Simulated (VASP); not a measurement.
Set up this calculation in VASP 6.6.1, as the native input.

- Task: single point
- Functional: PBE
- Potentials or basis: VASP PAW PBE potentials, release 64 (Mo_sv, S)
- Cutoff: 520 eV
- k mesh: 10 × 10 × 10
- Occupations: fermi-dirac, width 0.05 eV
- Spin: no spin polarisation
- Further INCAR settings: ALGO = Normal; EDIFF = 1e-07; NBANDS = 20

The structure of MoS2 lies in POSCAR:

```
MoS2
1.0
    1.5800000000      0.9122134253      6.1500000000
   -1.5800000000      0.9122134253      6.1500000000
    0.0000000000     -1.8244268506      6.1500000000
Mo S
1 2
Direct
    0.0010860000     -0.0053460000      0.0022860000
    0.3938190000      0.4317550000      0.4335890000
    0.2419980000      0.2439430000      0.2603120000
```

The cell isn't the ideal one: atoms moved at random, drawn with an rms of 0.05 Å.

These files were run (other wordings do the same):

INCAR

```
  ALGO = Normal
  EDIFF = 1E-7
  ENCUT = 520
  GGA = PE
  ISIF = 2
  ISMEAR = -1
  LASPH = True
  LCHARG = False
  LREAL = False
  LWAVE = False
  NBANDS = 20
  NELM = 80
  PREC = Accurate
  SIGMA = 0.05
```

KPOINTS

```
k-points
0
Gamma
  10 10 10
```

Potentials or basis: VASP PAW PBE potentials, release 64 (Mo_sv, S).

The run is started by

```bash
$ cat potpaw_PBE.64/Mo_sv/POTCAR potpaw_PBE.64/S/POTCAR > POTCAR
$ mpirun -np 1 vasp_std > vasp.out
```

It gave:

| Quantity | Value |
| --- | --- |
| Pressure | 1.9 GPa |
| Largest force | 1.207 eV/Å |
| Band gap on the k mesh | 0.91 eV, indirect (least direct gap 1.92 eV) |

Run time: 15 min on 1 thread of Intel(R) Xeon(R) Platinum 8559C (Emerald Rapids) (shared host), peak memory 0.68 GiB.
